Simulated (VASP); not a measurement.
# Mo (Im-3m) in VASP: a series of runs, part 2 of 2

VASP 6.6.1. The steps go on from the part before.

**4. Relaxation of cell and atoms, PBE+D3(BJ)**

This run uses another cell than the first one, of 15.36 Å³/atom, 0.979 times its volume.

INCAR

```
  PREC = Accurate
  ENCUT = 600
  EDIFF = 1E-7
  ISMEAR = 1
  SIGMA = 0.1
  LREAL = F
  LASPH = T
  NELM = 80
  ALGO = Normal
  ISIF = 3
  LWAVE = F
  LCHARG = F
  GGA = PE
  IVDW = 12
  IBRION = 2
  NSW = 90
  EDIFFG = -0.005
```

KPOINTS

```
regular mesh
0
Gamma
  16 16 16
```

POSCAR

```
Mo                                      
1.0
   -1.5659287696      1.5659287696      1.5659287696
    1.5659287696     -1.5659287696      1.5659287696
    1.5659287696      1.5659287696     -1.5659287696
  Mo            
     1
Direct
     0.0000000000000000    0.0000000000000000    0.0000000000000000
```

Potentials or basis: VASP PAW PBE potentials, release 64 (Mo_sv).

Command:

```bash
$ cat potpaw_PBE.64/Mo_sv/POTCAR > POTCAR
$ mpirun -np 1 vasp_std > vasp.out
```

OUTCAR:

```text
PREC = Accurate
   ENCUT = 600
   EDIFF = 1E-7
   ISMEAR = 1
   LREAL = F
   LASPH = T
   NELM = 80
   ISIF = 3
   GGA = PE
   IVDW = 12
   IBRION = 2
   NSW = 90
   EDIFFG = -0.005
 IVDW          = 12

 ion  position               nearest neighbor table
   1  0.000  0.000  0.000-

  LATTYP: Found a body centered cubic cell.
 ALAT       =     3.1318575392

  Lattice vectors:

 A1 = (  -1.5659287696,   1.5659287696,   1.5659287696)
 A2 = (   1.5659287696,  -1.5659287696,   1.5659287696)
 A3 = (   1.5659287696,   1.5659287696,  -1.5659287696)

Analysis of symmetry for initial positions (statically):
=====================================================================
 Subroutine PRICEL returns:
 Original cell was already a primitive cell.

 Routine SETGRP: Setting up the symmetry group for a
 body centered cubic supercell.

 Subroutine GETGRP returns: Found 48 space group operations
 (whereof 48 operations were pure point group operations)
 out of a pool of 48 trial point group operations.

The static configuration has the point symmetry O_h .

Analysis of symmetry for dynamics (positions and initial velocities):
=====================================================================
 Subroutine PRICEL returns:
 Original cell was already a primitive cell.

 Routine SETGRP: Setting up the symmetry group for a
 body centered cubic supercell.

 Subroutine GETGRP returns: Found 48 space group operations
 (whereof 48 operations were pure point group operations)
 out of a pool of 48 trial point group operations.

The dynamic configuration has the point symmetry O_h .

 Subroutine INISYM returns: Found 48 space group operations
 (whereof 48 operations are pure point group operations),
 and found     1 'primitive' translations

----------------------------------------------------------------------------------------

                                     Primitive cell

  volume of cell :      15.3595

  direct lattice vectors                    reciprocal lattice vectors
    -1.565928770  1.565928770  1.565928770     0.000000000  0.319299326  0.319299326
     1.565928770 -1.565928770  1.565928770     0.319299326  0.000000000  0.319299326
     1.565928770  1.565928770 -1.565928770     0.319299326  0.319299326  0.000000000

  length of vectors
     2.712268190  2.712268190  2.712268190     0.451557437  0.451557437  0.451557437

  position of ions in fractional coordinates (direct lattice)
     0.000000000  0.000000000  0.000000000

  ion indices of the primitive-cell ions
   primitive index   ion index
                 1           1

----------------------------------------------------------------------------------------

 KPOINTS: regular mesh

Automatic generation of k-mesh.
 Grid dimensions read from file:
 generate k-points for:   16   16   16

 Generating k-lattice:

  Cartesian coordinates                     Fractional coordinates (reciprocal lattice)
     0.000000000  0.019956208  0.019956208     0.062500000  0.000000000  0.000000000
     0.019956208  0.000000000  0.019956208     0.000000000  0.062500000  0.000000000
     0.019956208  0.019956208  0.000000000     0.000000000  0.000000000  0.062500000

  Length of vectors
     0.028222340  0.028222340  0.028222340

  Shift w.r.t. Gamma in fractional coordinates (k-lattice)
     0.000000000  0.000000000  0.000000000

 Subroutine IBZKPT returns following result:
 ===========================================

 Found    145 irreducible k-points:

 Following reciprocal coordinates:
            Coordinates               Weight
  0.000000  0.000000  0.000000      1.000000
  0.062500  0.000000  0.000000     12.000000
  0.125000  0.000000  0.000000     12.000000
  0.187500  0.000000  0.000000     12.000000
  0.250000  0.000000  0.000000     12.000000
  0.312500  0.000000  0.000000     12.000000
[... 16 lines left out ...]
  0.187500  0.187500  0.000000     24.000000
  0.250000  0.187500  0.000000     48.000000
 [... further k-points ...]
   k-points           NKPTS =    145   k-points in BZ     NKDIM =    145   number of bands    NBANDS=     11
   number of dos      NEDOS =    301   number of ions     NIONS =      1
   total plane-waves  NPLWV =  13824
   dimension x,y,z NGX =    24 NGY =   24 NGZ =   24
   dimension x,y,z NGXF=    48 NGYF=   48 NGZF=   48
   ions per type =               1
   NGX,Y,Z   is equivalent  to a cutoff of  14.71, 14.71, 14.71 a.u.
   NGXF,Y,Z  is equivalent  to a cutoff of  29.42, 29.42, 29.42 a.u.
 SYSTEM =  unknown system
   PREC   = accura    normal or accurate (medium, high low for compatibility)
   ISTART =      0    job   : 0-new  1-cont  2-samecut
   ICHARG =      2    charge: 1-file 2-atom 10-const
   ISPIN  =      1    spin polarized calculation?
   LNONCOLLINEAR =      F non collinear calculations
   LSORBIT =      F    spin-orbit coupling
   LASPH  =      T    aspherical Exc in radial PAW
   ENCUT  =  600.0 eV  44.10 Ry    6.64 a.u.   5.42  5.42  5.42*2*pi/ulx,y,z
   NELM   =     80;   NELMIN=  2; NELMDL= -5     # of ELM steps
   EDIFF  = 0.1E-06   stopping-criterion for ELM
   LREAL  =      F    real-space projection
   EDIFFG = -.5E-02   stopping-criterion for IOM
   NSW    =     90    number of steps for IOM
   IBRION =      2    ionic relax: 0-MD 1-quasi-New 2-CG
   NFREE  =      1    steps in history (QN), initial steepest desc. (CG)
   ISIF   =      3    stress and relaxation
   ISYM   =      2    0-nonsym 1-usesym 2-fastsym
   POTIM  = 0.5000    time-step for ionic-motion
   TEBEG  =    0.0;   TEEND  =   0.0 temperature during run
   PSTRESS=    0.0 pullay stress
   NELECT =      14.0000    total number of electrons
   NUPDOWN=      -1.0000    fix difference up-down
   EMIN   =  10.00;   EMAX   =-10.00  energy-range for DOS
   EFERMI =   0.00;   METHOD = LEGACY
   ISMEAR =     1;   SIGMA  =   0.10  broadening in eV -4-tet -1-fermi 0-gaus
   EFERMI_NEDOS =   21; number of points for ismear=-14 and -15
   IALGO  =     38    algorithm
   IMIX   =      4    mixing-type and parameters
     AMIX     =   0.40;   BMIX     =  1.00
     AMIX_MAG =   1.60;   BMIX_MAG =  1.00
  volume/ion in A,a.u.               =      15.36       103.65
  Fermi-wavevector in a.u.,A,eV,Ry     =   1.587299  2.999561 34.280141  2.519519
  Thomas-Fermi vector in A             =   2.686478
   LORBIT       =      0    0 simple, 1 ext, 2 COOP (PROOUT), +10 PAW based schemes
   GGA     = PE    functional components
   LHFCALC =     F    Hartree Fock is set to
   AEXX    =    0.0000 exact exchange contribution
   IVDW    =    12    specifies the selected vdW correction
   LEPSILON=     F    determine dielectric tensor
   LRPA    =     F    only Hartree local field effects (RPA)
 conjugate gradient relaxation of ions
 non-spin polarized calculation
 Methfessel and Paxton  Order N= 1 SIGMA  =   0.10
  energy-cutoff  :      600.00
  volume of cell :       15.36
 maximum number of plane-waves:       533
 NGX is ok and might be reduce to    24
   NGX = 11   NGY = 11   NGZ = 11

--------------------------------------- Ionic step        1  -------------------------------------------

 number of electron      14.0000001 magnetization

 Free energy of the ion-electron system (eV)
  ---------------------------------------------------
  ext. energy  EPLUGINS =         0.00000000
  ---------------------------------------------------
  free energy    TOTEN  =       -10.92929641 eV

  energy without entropy =      -10.92981761  energy(sigma->0) =      -10.92947014

------------------------ aborting loop because EDIFF is reached ----------------------------------------

 Edisp (eV)   -0.72707

 E8    (eV) :    -0.3427
[... 69 lines left out ...]
--------------------------------------- Ionic step        3  -------------------------------------------

 number of electron      14.0000001 magnetization

 Free energy of the ion-electron system (eV)
  ---------------------------------------------------
  ext. energy  EPLUGINS =         0.00000000
  ---------------------------------------------------
  free energy    TOTEN  =       -10.92904318 eV

  energy without entropy =      -10.92956325  energy(sigma->0) =      -10.92921654

 E-fermi :  12.8995     XC(G=0): -13.4904

 val. band max:       12.8702155105   @ k =  -0.1875   0.1875   0.0625
 cond. band min:      12.9265731931   @ k =   0.3750   0.0000   0.0000
 fundamental gap:      0.0563576825
 Fermi energy:        12.8995040183

 k-point     1 :       0.0000    0.0000    0.0000
  band No.  band energies     occupation
      1     -48.3918      2.00000
      2     -21.6166      2.00000
      3     -21.6166      2.00000
      4     -21.6166      2.00000
      5       5.5903      2.00000
      6      11.4896      2.00000
      7      11.4896      2.00000
      8      11.4896      2.00000
      9      14.5818     -0.00000
     10      14.5818     -0.00000
     11      27.7423      0.00000
[... 309 lines left out ...]
 k-point    24 :       0.2500    0.1875    0.0000
  band No.  band energies     occupation
      1     -48.1406      2.00000
      2     -22.7791      2.00000
      3     -22.0979      2.00000
      4     -21.7452      2.00000
      5       8.6396      2.00000
      6       9.9010      2.00000
      7      11.0647      2.00000
      8      13.9983     -0.00000
      9      15.3717      0.00000
     10      17.6343      0.00000
     11      26.2917      0.00000

 [... further k-points ...]

------------------------ aborting loop because EDIFF is reached ----------------------------------------

 Edisp (eV)   -0.72733

 E8    (eV) :    -0.3428
[... 24 lines left out ...]
  FREE ENERGIE OF THE ION-ELECTRON SYSTEM (eV)
  ---------------------------------------------------
  free  energy   TOTEN  =       -11.6563703319 eV

  energy  without entropy=      -11.6568904024  energy(sigma->0) =      -11.65654369

 reached required accuracy - stopping structural energy minimisation
```

It took 39 s on 1 thread of Intel Xeon Platinum 8488C (Sapphire Rapids), shared host; peak memory 0.18 GiB.

What came out:

```
Free energy                            : -11.6564 eV
Relaxed volume                         : 15.35 Å³/atom
Relaxed cell                           : a = 2.712 Å, b = 2.712 Å, c = 2.712 Å, α = 109.47°, β = 109.47°, γ = 109.47°
Space group after relaxing (to 0.05 Å) : Im-3m (No. 229)
Energy gained by relaxing              : 0.0 meV/atom
Ionic steps                            : 3
Pressure after relaxing                : 0.0 GPa
Band gap on the k mesh                 : none (metal or under the smearing width)
Dispersion energy per atom             : -0.727 eV
```

Final structure:
```
Mo
1.0
    -1.56575    1.56575    1.56575
     1.56575   -1.56575    1.56575
     1.56575    1.56575   -1.56575
Mo
1
Direct
  0.00000 0.00000 0.00000
```

Caveat: pairwise dispersion overbinds metals, which lowers pressure and volume.
